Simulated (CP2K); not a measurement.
# Ti (Fm-3m) in CP2K: further runs

Runs on Ti. Level: LDA. Tasks: single point, equation of state.

All numbers are computed with CP2K 2026.2; they aren't measurements. Logs are shortened: lines on timing, memory, paths and dates and some standing lists are left out, and cuts for length are marked.

## (1) The structure

It takes space group Fm-3m (No. 225, cubic). Conventional cell: a = 4.060 Å, b = 4.060 Å, c = 4.060 Å, α = 90.00°, β = 90.00°, γ = 90.00°. Ti (site symmetry m-3m) is surrounded by 12 Ti at 2.87 Å.

This isn't the form of Ti at room conditions, which is hcp.

## (2) Single point, LDA, 16.73 Å³/atom

Contents of ti_eos.inp:

```
&GLOBAL
  PROJECT ti_eos
  RUN_TYPE ENERGY_FORCE
  PRINT_LEVEL LOW
&END GLOBAL
&FORCE_EVAL
  METHOD QS
  STRESS_TENSOR ANALYTICAL
  &DFT
    BASIS_SET_FILE_NAME BASIS_MOLOPT_UZH
    POTENTIAL_FILE_NAME GTH_POTENTIALS
    &MGRID
      CUTOFF 450
      REL_CUTOFF 60
      NGRIDS 4
    &END MGRID
    &QS
      METHOD GPW
      EPS_DEFAULT 1.0E-10
    &END QS
    &KPOINTS
      SCHEME MONKHORST-PACK 11 11 11
      GAMMA_CENTERED T
      SYMMETRY T
      SYMMETRY_BACKEND SPGLIB
    &END KPOINTS
    &SCF
      SCF_GUESS ATOMIC
      EPS_SCF 1.0E-6
      MAX_SCF 100
      ADDED_MOS 11
      CHOLESKY OFF
      EPS_EIGVAL 1.0E-7
      &DIAGONALIZATION ON
        ALGORITHM STANDARD
      &END DIAGONALIZATION
      &MIXING ON
        METHOD BROYDEN_MIXING
        ALPHA 0.4
        BETA 1.5
        NBUFFER 8
      &END MIXING
      &SMEAR ON
        METHOD FERMI_DIRAC
        ELECTRONIC_TEMPERATURE 1160.45
      &END SMEAR
    &END SCF
    &XC
      &XC_FUNCTIONAL
        &LDA_X
        &END LDA_X
        &LDA_C_PW
        &END LDA_C_PW
      &END XC_FUNCTIONAL
    &END XC
    &PRINT
      &KPOINTS ON
      &END KPOINTS
      &MULLIKEN ON
      &END MULLIKEN
      &MO ON
        ENERGIES T
        OCCUPATION_NUMBERS T
        &EACH
          QS_SCF 0
        &END EACH
        ADD_LAST NUMERIC
      &END MO
    &END PRINT
  &END DFT
  &SUBSYS
    &CELL
      A 2.8708535316 0.0000000000 0.0000000000
      B 1.4354267658 2.4862320889 0.0000000000
      C 1.4354267658 0.8287440296 2.3440420929
      PERIODIC XYZ
    &END CELL
    &COORD
      Ti  0.0000000000 0.0000000000 0.0000000000
    &END COORD
    &KIND Ti
      BASIS_SET TZVP-MOLOPT-PBE-GTH-q12
      POTENTIAL GTH-PADE-q12
    &END KIND
    &PRINT
      &ATOMIC_COORDINATES ON
      &END ATOMIC_COORDINATES
      &CELL ON
      &END CELL
    &END PRINT
  &END SUBSYS
  &PRINT
    &FORCES ON
    &END FORCES
    &STRESS_TENSOR ON
    &END STRESS_TENSOR
  &END PRINT
&END FORCE_EVAL
```

Potentials or basis: GTH_POTENTIALS Ti GTH-PADE-q12; TZVP-MOLOPT-PBE-GTH basis.

Run with:

```console
$ OMP_NUM_THREADS=1 cp2k.psmp -i ti_eos.inp -o ti_eos.out
```

ti_eos.out:

```text

 CP2K| version string:                                       CP2K version 2026.2
 CP2K| Input file name                                                ti_eos.inp

 GLOBAL| Force Environment number                                              1
 GLOBAL| Basis set file name                                    BASIS_MOLOPT_UZH
 GLOBAL| Potential file name                                      GTH_POTENTIALS
 GLOBAL| MM Potential file name                                     MM_POTENTIAL
 GLOBAL| Coordinate file name                                      __STD_INPUT__
 GLOBAL| Method name                                                        CP2K
 GLOBAL| Project name                                                     ti_eos
 GLOBAL| Run type                                                   ENERGY_FORCE
 GLOBAL| FFT library                                                       FFTW3
[... 6 lines left out ...]
 GLOBAL| Total number of message passing processes                             1
 GLOBAL| Number of threads for this process                                    1
 GLOBAL| CPU model name                          Intel(R) Xeon(R) Platinum 8488C

 CELL| Volume [angstrom^3]:                                            16.730854
 CELL| Vector a [angstrom]:       2.871     0.000     0.000   |a| =     2.870854
 CELL| Vector b [angstrom]:       1.435     2.486     0.000   |b| =     2.870854
 CELL| Vector c [angstrom]:       1.435     0.829     2.344   |c| =     2.870854
 CELL| Angle (b,c), alpha [degree]:                                    60.000000
 CELL| Angle (a,c), beta  [degree]:                                    60.000000
 CELL| Angle (a,b), gamma [degree]:                                    60.000000
 CELL| Numerically orthorhombic:                                              NO
 CELL| Periodicity                                                           XYZ

 CELL_REF| Volume [angstrom^3]:                                        16.730854
 CELL_REF| Vector a [angstrom     2.871     0.000     0.000   |a| =     2.870854
 CELL_REF| Vector b [angstrom     1.435     2.486     0.000   |b| =     2.870854
 CELL_REF| Vector c [angstrom     1.435     0.829     2.344   |c| =     2.870854
 CELL_REF| Angle (b,c), alpha [degree]:                                60.000000
 CELL_REF| Angle (a,c), beta  [degree]:                                60.000000
 CELL_REF| Angle (a,b), gamma [degree]:                                60.000000
 CELL_REF| Numerically orthorhombic:                                          NO
 CELL_REF| Periodicity                                                       XYZ
[... 9 lines left out ...]
 TOTAL NUMBERS AND MAXIMUM NUMBERS

  Total number of            - Atomic kinds:                                   1
                             - Atoms:                                          1
                             - Shell sets:                                     1
                             - Shells:                                        11
                             - Primitive Cartesian functions:                  6
                             - Cartesian basis functions:                     41
                             - Spherical basis functions:                     35

  Maximum angular momentum of- Orbital basis functions:                        3
                             - Local part of the GTH pseudopotential:          2
                             - Non-local part of the GTH pseudopotential:      3

 MODULE QUICKSTEP: ATOMIC COORDINATES IN ANGSTROM

   Atom Kind Element         X             Y             Z       Z(eff)     Mass
      1    1 Ti   22      0.000000      0.000000      0.000000  12.0000  47.8670

 SCF PARAMETERS         Density guess:                                    ATOMIC
                        --------------------------------------------------------
                        max_scf:                                             100
[... 7 lines left out ...]
                        --------------------------------------------------------
                        level_shift [a.u.]:                             0.000000
                        added MOs                                        11    0
                        --------------------------------------------------------
                        Mixing method:                            BROYDEN_MIXING
                                                charge density mixing in g-space
                        --------------------------------------------------------
                        Smear method:                                FERMI_DIRAC
                        Electronic temperature [K]:                       1160.5
                        Electronic temperature [a.u.]:                  3.67E-03
                        Accuracy threshold:                             1.00E-10
[... 46 lines left out ...]
     6 Broy./Diag. 0.40E+00    7.1     0.00181808       -58.1659890935  1.52E-02
     7 Broy./Diag. 0.40E+00    6.6     0.00035171       -58.1676057215 -1.62E-03
     8 Broy./Diag. 0.40E+00    7.0     0.00004891       -58.1666983614  9.07E-04
     9 Broy./Diag. 0.40E+00    6.8     0.00000860       -58.1669957486 -2.97E-04
    10 Broy./Diag. 0.40E+00    6.6     0.00001879       -58.1669823618  1.34E-05
    11 Broy./Diag. 0.40E+00    7.7     0.00000050       -58.1670146480 -3.23E-05

  *** SCF run converged in    11 steps ***

  Electronic density on regular grids:        -11.9999999990        0.0000000010
  Core density on regular grids:               11.9999999995       -0.0000000005
  Total charge density on r-space grids:        0.0000000005
  Total charge density g-space grids:           0.0000000005

  Overlap energy of the core charge distribution:               0.00000000000000
  Self energy of the core charge distribution:               -106.89907898799595
  Core Hamiltonian energy:                                     27.18605090340449
  Hartree energy:                                              28.76192369497087
  Exchange-correlation energy:                                 -7.21401343310171
  Electronic entropic energy:                                  -0.00189682504255
  Fermi energy:                                                 0.40416852342520

  Total energy:                                               -58.16701464799169
  Total energy (extrapolated to T->0):                        -58.16606623547042

 MO| EIGENVALUES AND OCCUPATION NUMBERS FOR K POINT 1
 MO|
 MO|  Index      Eigenvalue [a.u.]        Eigenvalue [eV]             Occupation
 MO|      1              -1.682051             -45.770944               2.000000
 MO|      2              -0.797379             -21.697777               2.000000
 MO|      3              -0.772388             -21.017745               2.000000
 MO|      4              -0.772388             -21.017745               2.000000
 MO|      5               0.304166               8.276781               2.000000
 MO|      6               0.429814              11.695840               0.001862
[... 9 lines left out ...]
 MO|     16               1.256080              34.179678               0.000000
 MO|     17               1.486083              40.438367               0.000000
 MO| Sum:                                                              10.003799
 MO| E(Fermi):            0.404169 a.u.         10.997985 eV

 MO| EIGENVALUES AND OCCUPATION NUMBERS FOR K POINT 2
 MO|
 MO|  Index      Eigenvalue [a.u.]        Eigenvalue [eV]             Occupation
 MO|      1              -1.682046             -45.770810               2.000000
 MO|      2              -0.795755             -21.653583               2.000000
 MO|      3              -0.773509             -21.048259               2.000000
 MO|      4              -0.773018             -21.034883               2.000000
 MO|      5               0.309164               8.412770               2.000000
 MO|      6               0.407664              11.093109               0.557270
[... 267 lines left out ...]
 MO| EIGENVALUES AND OCCUPATION NUMBERS FOR K POINT 14
 MO|
 MO|  Index      Eigenvalue [a.u.]        Eigenvalue [eV]             Occupation
 MO|      1              -1.681897             -45.766736               2.000000
 MO|      2              -0.790336             -21.506127               2.000000
 MO|      3              -0.778263             -21.177622               2.000000
 MO|      4              -0.774767             -21.082478               2.000000
 MO|      5               0.317153               8.630165               2.000000
 MO|      6               0.372176              10.127432               1.999669
[... 9 lines left out ...]
 MO|     16               1.419386              38.623467               0.000000
 MO|     17               1.570214              42.727700               0.000000
 MO| Sum:                                                              12.085923
 MO| E(Fermi):            0.404169 a.u.         10.997985 eV

 [... the levels of further k-points ...]

 !-----------------------------------------------------------------------------!
                     Mulliken Population Analysis

 #  Atom  Element  Kind  Atomic population                           Net charge
       1     Ti       1         12.000000                             -0.000000
 # Total charge                             12.000000                 -0.000000

 !-----------------------------------------------------------------------------!

 ENERGY| Total FORCE_EVAL ( QS ) energy [hartree]            -58.167013967997583

 FORCES| Atomic forces [hartree/bohr]
 FORCES|   Atom     x               y               z               |f|
 FORCES|      1  1.29997180E-14  6.03397665E-15 -1.17270699E-14   1.85182534E-14
 FORCES| Sum     1.29997180E-14  6.03397665E-15 -1.17270699E-14
 FORCES| Total atomic force                                       1.85182534E-14

 STRESS| Analytical stress tensor [bar]
 STRESS|                        x                   y                   z
 STRESS|      x       -4.28289908710E+04  -5.94768506021E-02  -4.30141039788E-02
 STRESS|      y       -5.94768506021E-02  -4.28289210962E+04  -1.94287163352E-02
 STRESS|      z       -4.30141039788E-02  -1.94287163352E-02  -4.28289120804E+04
 STRESS| 1/3 Trace                                            -4.28289413492E+04
 STRESS| Determinant                                          -7.85619073353E+13

 STRESS| Eigenvectors and eigenvalues of the analytical stress tensor [bar]
 STRESS|                        1                   2                   3
 STRESS| Eigenvalues  -4.28290419506E+04  -4.28288969079E+04  -4.28288851891E+04
 STRESS|      x           0.820790190816     -0.078518350870     -0.565807680434
 STRESS|      y           0.458675333233     -0.499782412491      0.734734291325
 STRESS|      z           0.340470852416      0.862584725544      0.374202070964
```

Wall time 95 s (1 thread of Intel Xeon Platinum 8488C (Sapphire Rapids), shared host); peak memory 0.33 GiB.

Results:

- Free energy: -1582.8049 eV
- Pressure: -4.3 GPa
- Band gap on the k mesh: none (metal or under the smearing width)

Caveat: the basis of atomic orbitals isn't converged, which shifts pressures, moduli and gaps.

## (3) Single point, LDA, 16.40 Å³/atom (volume scaled by 0.98)

ti_eos.inp: that of step 2 with these lines changed.

```diff
@@ -11,2 +11,3 @@
     POTENTIAL_FILE_NAME GTH_POTENTIALS
+    WFN_RESTART_FILE_NAME previous-RESTART.kp
     &MGRID
@@ -27,3 +28,3 @@
     &SCF
-      SCF_GUESS ATOMIC
+      SCF_GUESS RESTART
       EPS_SCF 1.0E-6
@@ -72,5 +73,5 @@
     &CELL
-      A 2.8708535316 0.0000000000 0.0000000000
-      B 1.4354267658 2.4862320889 0.0000000000
-      C 1.4354267658 0.8287440296 2.3440420929
+      A 2.8515854777 0.0000000000 0.0000000000
+      B 1.4257927388 2.4695454647 0.0000000000
+      C 1.4257927388 0.8231818215 2.3283097927
       PERIODIC XYZ
```

Potentials or basis: GTH_POTENTIALS Ti GTH-PADE-q12; TZVP-MOLOPT-PBE-GTH basis.

Run with:

```console
$ OMP_NUM_THREADS=1 cp2k.psmp -i ti_eos.inp -o ti_eos.out
```

It took 82 s on 1 thread of Intel Xeon Platinum 8488C (Sapphire Rapids), shared host; peak memory 0.34 GiB.

The run converged. Its results:

* Free energy: -1582.8116 eV
* Pressure: -2.0 GPa
* Band gap on the k mesh: none (metal or under the smearing width)

Caveat: the basis of atomic orbitals isn't converged, which shifts pressures, moduli and gaps.

## (4) Single point, LDA, 17.07 Å³/atom (volume scaled by 1.02)

ti_eos.inp: that of step 3 with these lines changed.

```diff
@@ -73,5 +73,5 @@
     &CELL
-      A 2.8515854777 0.0000000000 0.0000000000
-      B 1.4257927388 2.4695454647 0.0000000000
-      C 1.4257927388 0.8231818215 2.3283097927
+      A 2.8898663607 0.0000000000 0.0000000000
+      B 1.4449331804 2.5026976819 0.0000000000
+      C 1.4449331804 0.8342325606 2.3595660029
       PERIODIC XYZ
```

Run with:

```console
$ OMP_NUM_THREADS=1 cp2k.psmp -i ti_eos.inp -o ti_eos.out
```

Wall time 81 s (1 thread of Intel Xeon Platinum 8488C (Sapphire Rapids), shared host); peak memory 0.34 GiB.

Results (log left out):

- Free energy: -1582.7938 eV
- Pressure: -6.3 GPa
- Band gap on the k mesh: none (metal or under the smearing width)

Caveat: the basis of atomic orbitals isn't converged, which shifts pressures, moduli and gaps.

## (5) Single point, LDA, 16.06 Å³/atom (volume scaled by 0.96)

ti_eos.inp: that of step 4 with these lines changed.

```diff
@@ -73,5 +73,5 @@
     &CELL
-      A 2.8898663607 0.0000000000 0.0000000000
-      B 1.4449331804 2.5026976819 0.0000000000
-      C 1.4449331804 0.8342325606 2.3595660029
+      A 2.8320534573 0.0000000000 0.0000000000
+      B 1.4160267287 2.4526302389 0.0000000000
+      C 1.4160267287 0.8175434129 2.3123619649
       PERIODIC XYZ
```

Run with:

```console
$ OMP_NUM_THREADS=1 cp2k.psmp -i ti_eos.inp -o ti_eos.out
```

It took 82 s on 1 thread of Intel Xeon Platinum 8488C (Sapphire Rapids), shared host; peak memory 0.34 GiB.

It converged, with:

```yaml
Free_energy: -1582.8133 eV
Pressure: 0.4 GPa
Band_gap_on_the_k_mesh: none (metal or under the smearing width)
```

Caveat: the basis of atomic orbitals isn't converged, which shifts pressures, moduli and gaps.

## (6) Single point, LDA, 17.40 Å³/atom (volume scaled by 1.04)

ti_eos.inp: that of step 5 with these lines changed.

```diff
@@ -73,5 +73,5 @@
     &CELL
-      A 2.8320534573 0.0000000000 0.0000000000
-      B 1.4160267287 2.4526302389 0.0000000000
-      C 1.4160267287 0.8175434129 2.3123619649
+      A 2.9086322525 0.0000000000 0.0000000000
+      B 1.4543161263 2.5189494209 0.0000000000
+      C 1.4543161263 0.8396498069 2.3748882894
       PERIODIC XYZ
```

Potentials or basis: GTH_POTENTIALS Ti GTH-PADE-q12; TZVP-MOLOPT-PBE-GTH basis.

Run with:

```console
$ OMP_NUM_THREADS=1 cp2k.psmp -i ti_eos.inp -o ti_eos.out
```

Wall time 79 s (1 thread of Intel Xeon Platinum 8488C (Sapphire Rapids), shared host); peak memory 0.34 GiB.

Results (log left out):

* Free energy: -1582.7786 eV
* Pressure: -8.2 GPa
* Band gap on the k mesh: none (metal or under the smearing width)

Caveat: the basis of atomic orbitals isn't converged, which shifts pressures, moduli and gaps.

## (7) Single point, LDA, 15.73 Å³/atom (volume scaled by 0.94)

ti_eos.inp: that of step 6 with these lines changed.

```diff
@@ -73,5 +73,5 @@
     &CELL
-      A 2.9086322525 0.0000000000 0.0000000000
-      B 1.4543161263 2.5189494209 0.0000000000
-      C 1.4543161263 0.8396498069 2.3748882894
+      A 2.8122482397 0.0000000000 0.0000000000
+      B 1.4061241199 2.4354784173 0.0000000000
+      C 1.4061241199 0.8118261391 2.2961910724
       PERIODIC XYZ
```

Run with:

```console
$ OMP_NUM_THREADS=1 cp2k.psmp -i ti_eos.inp -o ti_eos.out
```

Run time: 89 s. Hardware: 1 thread of Intel Xeon Platinum 8488C (Sapphire Rapids), shared host; peak memory 0.33 GiB.

It converged, with:

| Property | Result |
| --- | --- |
| Free energy | -1582.8096 eV |
| Pressure | 3.1 GPa |
| Band gap on the k mesh | none (metal or under the smearing width) |

Caveat: the basis of atomic orbitals isn't converged, which shifts pressures, moduli and gaps.

## (8) Single point, LDA, 17.73 Å³/atom (volume scaled by 1.06)

ti_eos.inp: that of step 7 with these lines changed.

```diff
@@ -73,5 +73,5 @@
     &CELL
-      A 2.8122482397 0.0000000000 0.0000000000
-      B 1.4061241199 2.4354784173 0.0000000000
-      C 1.4061241199 0.8118261391 2.2961910724
+      A 2.9271590721 0.0000000000 0.0000000000
+      B 1.4635795361 2.5349941174 0.0000000000
+      C 1.4635795361 0.8449980391 2.3900153742
       PERIODIC XYZ
```

Run with:

```console
$ OMP_NUM_THREADS=1 cp2k.psmp -i ti_eos.inp -o ti_eos.out
```

It took 74 s on 1 thread of Intel Xeon Platinum 8488C (Sapphire Rapids), shared host; peak memory 0.33 GiB.

Results (log left out):

```yaml
Free_energy: -1582.7596 eV
Pressure: -9.9 GPa
Band_gap_on_the_k_mesh: none (metal or under the smearing width)
```

Caveat: the basis of atomic orbitals isn't converged, which shifts pressures, moduli and gaps.

## (9) Equation of state, LDA

Potentials or basis: GTH_POTENTIALS Ti GTH-PADE-q12; TZVP-MOLOPT-PBE-GTH basis.

No new run: the results of the series are fitted here.

What came out:

```
Equilibrium volume                      : 16.12 Å³/atom
Bulk modulus                            : 122 GPa
Pressure derivative of the bulk modulus : 3.4
```

Energy against volume, from the lowest point:
```tsv
volume (Å³/atom)	energy (meV/atom)
15.727	3.69
16.062	0.00
16.396	1.70
16.731	8.33
17.065	19.46
17.400	34.69
17.735	53.66
```

Caveat: the basis of atomic orbitals isn't converged, which shifts pressures, moduli and gaps. LDA usually gives volumes a few per cent too small.
